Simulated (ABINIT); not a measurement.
MgS (Niningerite):

```
CELL_PARAMETERS angstrom
0.00000 2.60165 2.60165
2.60165 0.00000 2.60165
2.60165 2.60165 0.00000
ATOMIC_POSITIONS crystal
S 0.50000 0.50000 0.50000
Mg 0.00000 0.00000 0.00000
```

Program: ABINIT 10.8.3 (patched build). Alike in all runs: no spin polarisation; cell as given. Hardware: 1 thread of Arm Neoverse V1, on a shared host.

Q: Order these runs on this cell by their wall time, lowest first.
A. task optical spectrum; level PBE; potentials or basis PseudoDojo NC SR PBE v0.4.1 standard; k mesh 6 × 6 × 6, with 4 shifts; cutoff (eV) 1088; smearing fixed; bands in the sums 16; broadening (eV) 0.15; scissor shift (eV) 0; tensor components [11]
B. task single point; level LDA; potentials or basis PseudoDojo NC SR LDA v0.4 stringent; k mesh 7 × 7 × 7; cutoff (eV) 1034; smearing fermi-dirac 0.05 eV
C. task dielectric tensor; level LDA; potentials or basis PseudoDojo NC SR LDA v0.4 stringent; k mesh 4 × 4 × 4, with 4 shifts; cutoff (eV) 1034; smearing fixed; stop of the response cycle (tolvrs) 1e-08

A: B (19 s), A (88 s), C (250 s).

Caveats: spectra need much finer meshes, so this one isn't converged (some runs); the cell is more than 3 GPa from zero pressure, which shifts response properties (some runs).

Not every run made on this cell is shown here.
